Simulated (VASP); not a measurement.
AlRu: elastic constants with PBE

AlRu:

```
CELL_PARAMETERS angstrom
3.00357 0.00000 0.00000
0.00000 3.00357 0.00000
0.00000 0.00000 3.00357
ATOMIC_POSITIONS crystal
Ru 0.00000 0.00000 0.00000
Al 0.50000 0.50000 0.50000
```

The cell was built by a generator and needn't be a form met in nature.

| Quantity | Value |
| --- | --- |
| Program | VASP 6.6.1 |
| Task | elastic constants |
| Functional | PBE |
| Potentials or basis | VASP PAW PBE potentials, release 64 (Ru_pv, Al) |
| Cutoff | 600 eV |
| k mesh | 16 × 16 × 16 |
| Occupations | methfessel-paxton, width 0.2 eV |
| Spin | no spin polarisation |
| Ions in elastic constants | relaxed |
| Further INCAR settings | ALGO = Normal; EDIFF = 1e-08; IBRION = 6; POTIM = 0.015; NSW = 1; ISIF = 3 |

```
Elastic constants C11, C12, C44                         : 315, 149, 125 GPa
Voigt bulk modulus                                      : 205 GPa
Highest phonon frequency at Γ, LO-TO splitting left out : 309 cm⁻¹
```

Phonon frequencies in cm⁻¹ (negative: imaginary):
| q point | frequencies |
| --- | --- |
| (0.000, 0.000, 0.000) | 0 0 0 309 309 309 |

Elastic tensor in Voigt notation (GPa, in the Cartesian axes of the cell as first typed):
```
315 149 149   0   0   0
149 315 149   0   0   0
149 149 315   0   0   0
  0   0   0 125   0   0
  0   0   0   0 125   0
  0   0   0   0   0 125
```

Clamped-ion elastic tensor (GPa):
```
315 149 149   0   0   0
149 315 149   0   0   0
149 149 315   0   0   0
  0   0   0 125   0   0
  0   0   0   0 125   0
  0   0   0   0   0 125
```

It took 13 min on 4 MPI ranks on AMD EPYC 7R43 64-Core Processor (Zen 3), with other jobs on the host, peak memory 0.78 GiB a rank.
